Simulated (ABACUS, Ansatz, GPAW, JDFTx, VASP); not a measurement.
**Equation of state of NiSi2 under PBE**

```
Ni Si
1.0
     0.00000    2.70300    2.70300
     2.70300    0.00000    2.70300
     2.70300    2.70300    0.00000
Ni Si
1 2
Direct
  0.00000 0.00000 0.00000
  0.75000 0.75000 0.75000
  0.25000 0.25000 0.25000
```

The cell was scaled at fixed shape and fractions and run with VASP, PBE PAW files Ni, Si, 520 eV; PBE, k mesh 9 × 9 × 9 on the cell of 3 atoms, fermi-dirac occupations of 0.05 eV, collinear spin, ferromagnetic start, no spin-orbit coupling. Energies are those that the program minimises, any entropy of the smearing included. For a metal such a mesh isn't converged to the digits shown. The magnetic state is the one that the start led to, which needn't be the lowest.

| V (Å³/atom) | energy over the lowest row (meV/atom) |
| --- | --- |
| 12.3758 | 48.20 |
| 12.6392 | 27.30 |
| 12.9025 | 12.65 |
| 13.1658 | ? |
| 13.4291 | 0.00 |
| 13.6924 | 1.03 |
| 13.9557 | 6.37 |

Q: Fit the third-order Birch-Murnaghan form, give V0, B0 and B′, and predict the energy left open.

A: With y = (V0/V)^(2/3), E = E0 + (9 V0 B0/16) [(y - 1)³ B′ + (y - 1)² (6 - 4y)]. Least squares through the rows shown give V0 = 13.5011 Å³/atom, E0 = -0.17 meV, B0 = 144.3 GPa (1 eV/Å³ = 160.218 GPa) and B′ = 3.71, with a largest miss of 0.02 meV. At V = 13.1658 the form with these constants gives 3.73 meV; the run gave 3.72 meV an atom. Other set-ups at this level, from all their volumes (Å³/atom, GPa): ABACUS, PseudoDojo NC SR 0.4.1 PBE standard, plane waves: V0 13.508, B0 144.7; Ansatz, Ansatz PAW (earlier soft set): V0 13.499, B0 144.5; GPAW, GPAW PAW data sets (gpaw-data 1.2.1): V0 13.607, B0 144.2; JDFTx, PseudoDojo-SR-PBE-0.5-standard: V0 13.508, B0 144.6.
